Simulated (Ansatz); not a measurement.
**Se interstitial in PtSe2**

These are results of DFT PBE, scalar-relativistic, plane waves, PAW in Ansatz, not measurements. Settings: 420 eV cutoff, 2×2×2 k-mesh, shifted by half a step, Gaussian smearing of 0.01 eV, collinear spin in charge -1 alone.

Host crystal, relaxed:

```
CELL_PARAMETERS angstrom
3.75156 0.00000 0.00000
-1.87578 3.24895 0.00000
0.00000 0.00000 6.50133
ATOMIC_POSITIONS crystal
Pt 0.00000 0.00000 0.00000
Se 0.66667 0.33333 0.79903
Se 0.33333 0.66667 0.20097
```

Supercell of 27 atoms, rows in host cell vectors: -2 -1 1; 1 -1 1; 1 2 1. Atoms relax at the host's cell from a start displaced at random by 0.06 Å near the defect, so other minima may exist. The cell is small, so energies carry finite-size errors of tenths of an eV. The host's Kohn–Sham gap is 0.82 eV.

Spin-orbit coupling is left out, which matters for the bands and energies of heavy elements.

Defect: Se interstitial at (0.250, 0.500, 0.571) of the host cell, charge 0.

Question: Give the relaxed supercell.

Answer:
```
CELL_PARAMETERS angstrom
-5.62734 -3.24895 6.50133
5.62734 -3.24895 6.50133
0.00000 6.49789 6.50133
ATOMIC_POSITIONS crystal
Pt 0.66845 0.33639 0.99903
Pt 0.66564 0.00299 0.33262
Pt 0.33533 0.66947 0.99904
Pt 0.00207 0.00313 0.99633
Pt 0.33425 0.33527 0.33138
Pt 0.66836 0.66938 0.66603
Pt 0.33421 0.00173 0.66495
Pt 0.00197 0.66668 0.33265
Pt 0.00069 0.33528 0.66498
Se 0.71063 0.71165 0.37662
Se 0.71173 0.38034 0.71000
Se 0.37888 0.04454 0.37417
Se 0.04352 0.37991 0.37419
Se 0.37933 0.71275 0.71001
Se 0.71077 0.04699 0.04132
Se 0.37941 0.38043 0.04240
Se 0.04346 0.04452 0.70968
Se 0.04591 0.71183 0.04134
Se 0.62270 0.29051 0.28908
Se 0.62266 0.95942 0.62011
Se 0.28949 0.62372 0.28907
Se 0.94990 0.95097 0.28066
Se 0.29027 0.29132 0.62099
Se 0.62481 0.62588 0.95550
Se 0.28959 0.95947 0.95339
Se 0.95839 0.62372 0.62014
Se 0.95846 0.29064 0.95340
Se 0.06573 0.06664 0.39702
```
Around the defect: 1 Se at 2.26 Å, 3 Se at 2.79 Å. The run ended with a moment of 0.00 μB (no spin polarisation).